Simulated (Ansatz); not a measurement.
A computed series for BeO: pressure series

Take BeO in the wurtzite structure (space group P6_3mc, No. 186; a = 2.712 Å, c = 4.405 Å) as the base.

Cell and atoms are relaxed at each pressure.

Computed with Kohn–Sham DFT with the PBE functional, run in Ansatz (an electronic-structure program) with PAW and 420 eV plane waves, scalar-relativistic without spin-orbit coupling.

| case | electron mass | band gap | shortest interatomic distance |
|---|---|---|---|
| base | 0.53 mₑ along c, 0.60 mₑ across (at Γ) | 7.45 eV | 1.656 Å |
| pressure −2 GPa | (withheld) | (withheld) | (withheld) |
| pressure −1 GPa | 0.53 mₑ along c, 0.60 mₑ across (at Γ) | 7.40 eV | 1.658 Å |
| pressure 0.3 GPa | 0.53 mₑ along c, 0.60 mₑ across (at Γ) | 7.47 eV | 1.655 Å |
| pressure 0.7 GPa | 0.53 mₑ along c, 0.60 mₑ across (at Γ) | 7.49 eV | 1.654 Å |
| pressure 1.5 GPa | 0.54 mₑ along c, 0.61 mₑ across (at Γ) | 7.53 eV | 1.652 Å |
| pressure 3 GPa | 0.54 mₑ along c, 0.61 mₑ across (at Γ) | 7.60 eV | 1.648 Å |
| pressure 5 GPa | 0.55 mₑ along c, 0.62 mₑ across (at Γ) | 7.69 eV | 1.643 Å |
| pressure 7.5 GPa | 0.55 mₑ along c, 0.63 mₑ across (at Γ) | 7.80 eV | 1.637 Å |

### Question
Complete the table.

### Answer

- pressure −2 GPa, electron mass: 0.53 mₑ along c, 0.59 mₑ across (at Γ)
- pressure −2 GPa, band gap: 7.35 eV
- pressure −2 GPa, shortest interatomic distance: 1.661 Å

Load acts through the strain it causes; cell and atoms are relaxed under it. Masses are band curvatures over ±0.01 Å⁻¹ around the edge. Whether these cells are dynamically stable was not tested. No other phases were tried under pressure.
